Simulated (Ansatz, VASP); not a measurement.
## One calculation of Ca, two programs

```
Ca
1.0
     3.82337    0.00000    0.00000
    -1.91169    3.31114    0.00000
     0.00000    0.00000    6.29898
Ca
2
Direct
  0.33333 0.66667 0.25000
  0.66667 0.33333 0.75000
```

Alike in both runs: task single point; functional LDA; k mesh 11 × 11 × 6; occupations fermi-dirac, width 0.1 eV; no spin polarisation.

|  | VASP | Ansatz |
| --- | --- | --- |
| version | VASP 6.6.1 | Ansatz 0.2.0 |
| potentials or method | VASP PAW LDA potentials, release 64 (Ca_sv) | plane waves (420 eV) with PAW, scalar-relativistic |
| plane-wave cutoff (eV) | 520 | 420 |
| valence electrons in the cell | 20 | 20 |

|  | VASP | Ansatz | Ansatz less VASP |
| --- | --- | --- | --- |
| pressure (GPa) | -0.7 | -0.7 | -0.01 |
| largest component of the traceless stress (GPa) | 0.05 | 0.05 | +0.001 |

Ansatz warned: «pseudo_functional_mismatch».
